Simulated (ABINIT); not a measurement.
Sn:

```
Sn
1.0
    -2.02919    2.02919    1.66076
     2.02919   -2.02919    1.66076
     2.02919    2.02919   -1.66076
Sn
1
Direct
  0.00000 0.00000 0.00000
```

This isn't the form of Sn at room conditions, which is tetragonal (white tin).

Base run:

| Item | Value |
| --- | --- |
| Program | ABINIT 10.8.3 (patched build) |
| Functional | RPBE |
| Potentials or basis | JTH PAW PBE v2.0 |
| Cutoff | 707 eV |
| k mesh | 10 × 10 × 10 |
| Occupations | fermi-dirac, width 0.05 eV |
| Spin | no spin polarisation |

Its results: band gap on the k mesh none (metal or under the smearing width); pressure 1.9 GPa.

Question: The run is repeated on the same cell with these changes: functional from RPBE to SCAN. What comes out?

Answer: Band gap on the k mesh none (metal or under the smearing width); pressure -0.9 GPa.

Caveats: the PAW data sets were made with another functional, which shifts forces and pressure a little.
